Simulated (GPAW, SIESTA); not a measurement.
Given: the input of a run of SIESTA 5.4.2 on Sb. Atoms were shifted at random by some hundredths of an Å from the given cell, which wasn't relaxed again for these runs. This isn't the form of Sb at room conditions, which is rhombohedral.

The input Sb.fdf:

```
SystemName                      Sb
SystemLabel                     Sb
NumberOfSpecies                 1
NumberOfAtoms                   4
%block ChemicalSpeciesLabel
  1  51 Sb
%endblock ChemicalSpeciesLabel

LatticeConstant                 1.0 Ang
%block LatticeVectors
     4.5277000000     0.0000000000     0.0000000000
     0.0000000000     4.4211000000     0.0000000000
    -1.3205190000     0.0000000000     6.3643480000
%endblock LatticeVectors
AtomicCoordinatesFormat         Fractional
%block AtomicCoordinatesAndAtomicSpecies
     0.3400300000     0.2468980000     0.6890660000  1  Sb
     0.9385740000     0.7487980000     0.7605490000  1  Sb
     0.0766930000     0.2526260000     0.2349570000  1  Sb
     0.6486240000     0.7511720000     0.3096560000  1  Sb
%endblock AtomicCoordinatesAndAtomicSpecies

%block kgrid.MonkhorstPack
    6   0   0  0.0
    0   6   0  0.0
    0   0   4  0.0
%endblock kgrid.MonkhorstPack
XC.Functional                   GGA
XC.Authors                      PBEsol
PAO.BasisSize                   DZP
PAO.EnergyShift                 0.003 Ry
Mesh.Cutoff                     500 Ry
OccupationFunction              FD
ElectronicTemperature           0.05 eV
MaxSCFIterations                120
SCF.MustConverge                false
SCF.Mixer.Method                Pulay
SCF.Mixer.Weight                0.25
SCF.Mixer.History               8
SCF.DM.Tolerance                5.0e-05
SCF.H.Tolerance                 1.0e-03 eV
WriteForces                     true
Charge.Mulliken                 end
%block PAO.Basis
  Sb 4
  n=5 0 2
    5.972 0.000
  n=5 1 2
    7.842 0.000
  n=4 2 2
    3.490 0.000
  n=5 2 1
    7.842
%endblock PAO.Basis
```

Potentials or basis: PseudoDojo 0.4 standard (PBEsol files), converted to PSML, two zetas on semicore shells, DZP (energy shift 0.003 Ry; two zetas on semicore shells).

The run is started by

```bash
$ siesta Sb.fdf > Sb.out 2>&1
```

Problem. Translate it to GPAW 26.7.0 (ASE script). Potentials or basis there: PAW data sets generated for this functional, cutoff 600 eV.

Solution. As run (cutoffs and basis follow the program's own potentials, and thresholds, step limits or extra output files can differ):

File run.py:

```python
from ase import Atoms
from ase.dft.bandgap import bandgap
from ase.io import write
from ase.units import GPa
from gpaw import GPAW, PW, setup_paths

setup_paths.insert(0, '.')

atoms = Atoms(['Sb', 'Sb', 'Sb', 'Sb'],
              cell=[[4.5277, 0.0, 0.0],
                    [0.0, 4.4211, 0.0],
                    [-1.320519, 0.0, 6.364348]],
              scaled_positions=[[0.34003, 0.246898, 0.689066],
                                [0.938574, 0.748798, 0.760549],
                                [0.076693, 0.252626, 0.234957],
                                [0.648624, 0.751172, 0.309656]],
              pbc=True)

calc = GPAW(mode=PW(600),
            xc='PBEsol',
            kpts={'size': (6, 6, 4), 'gamma': True},
            occupations={'name': 'fermi-dirac', 'width': 0.05},
            nbands=46,
            convergence={'density': 1e-05, 'energy': 1e-05},
            maxiter=150,
            txt='gpaw.txt')
atoms.calc = calc
energy = atoms.get_potential_energy()
forces = atoms.get_forces()
stress = atoms.get_stress()
calc.write('gs.gpw')
write('result.traj', atoms)
print(f'Energy: {energy:.6f} eV')
print('Forces (eV/A):')
print(forces.round(4))
print('Stress (GPa):', (stress / GPa).round(3))
print('Fermi level:', round(calc.get_fermi_level(), 4), 'eV')
print(f'Gap: {bandgap(calc)[0]:.4f} eV, direct: {bandgap(calc, direct=True)[0]:.4f} eV')
```

Potentials or basis: PAW data sets generated in the run's folder for this functional, pw.

The run is started by

```bash
$ gpaw-setup -f PBEsol Sb
$ OMP_NUM_THREADS=1 python run.py
```

Both were run:

|  | SIESTA | GPAW |
| --- | --- | --- |
| Pressure | -2.0 GPa | -3.2 GPa |

The undisturbed cell isn't at this level's minimum, so the move can lower the energy.

Pressure is positive in compression.
